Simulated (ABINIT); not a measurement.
BP, 2 atoms in the cell. Symmetry: F-43m, No. 216, cubic system. The conventional cell has a = 4.538 Å, b = 4.538 Å, c = 4.538 Å, α = 90.00°, β = 90.00°, γ = 90.00°. Around P (site symmetry -43m) lie 4 B at 1.97 Å. Around B (site symmetry -43m) lie 4 P at 1.97 Å. 

```yaml
Program: ABINIT 10.8.3 (patched build)
Task: equation of state
Functional: PBE
Potentials_or_basis: JTH PAW PBE v2.0
Cutoff: 544 eV
k_mesh: 10 × 10 × 10
Occupations: fermi-dirac, width 0.05 eV
Spin: no spin polarisation
Fine-grid_cutoff: 1088.46 eV
Exchange_and_correlation_inside_the_PAW_spheres: full angular mesh (pawxcdev 0, this build's default; the released program takes 1)
```

Potentials or basis: JTH PAW PBE v2.0.

The run is started by

```sh
$ abinit run.abi > log 2>&1
```

Hardware: 1 thread of Arm Neoverse N1 (shared host).

Problem. How long does it take, and how much memory?

Solution. It took 78 s on 1 thread of Arm Neoverse N1, on a shared host, peak memory 0.12 GiB. Counts: scf iterations 58, mpi ranks 1, k points 47, bands 8, plane waves 644.
